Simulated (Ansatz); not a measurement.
# Fitting the revPBE+D4 energy curve of GaSb

The structure is cubic, space group F-43m (No. 216). The conventional cell has a = 6.118 Å, b = 6.118 Å, c = 6.118 Å, α = 90.00°, β = 90.00°, γ = 90.00°. Sb (site symmetry -43m) is surrounded by 4 Ga at 2.65 Å. Ga (site symmetry -43m) is surrounded by 4 Sb at 2.65 Å.

The cell was scaled at fixed shape and fractions and run with Ansatz, Ansatz PAW, cutoff 420 eV; revPBE+D4, k mesh 8 × 8 × 8 on the cell of 2 atoms, fermi-dirac occupations of 0.05 eV, no spin polarisation, no spin-orbit coupling. The potentials were made for PBE. Energies are those that the program minimises, any entropy of the smearing included.

```csv
V (Å³/atom),energy over the lowest row (meV/atom)
26.9071,11.739
27.4796,3.589
28.0520,0.000
28.6245,?
29.1970,4.377
29.7695,11.459
30.3420,21.391
```

Question: Fit the third-order Birch-Murnaghan form, give V0, B0 and B′, and predict the energy left open.

Answer: With y = (V0/V)^(2/3), E = E0 + (9 V0 B0/16) [(y - 1)³ B′ + (y - 1)² (6 - 4y)]. Least squares through the rows shown give V0 = 28.2741 Å³/atom, E0 = -0.298 meV, B0 = 52.86 GPa (1 eV/Å³ = 160.218 GPa) and B′ = 4.97, with a largest miss of 0.019 meV. At V = 28.6245 the form with these constants gives 0.401 meV; the run gave 0.435 meV an atom.
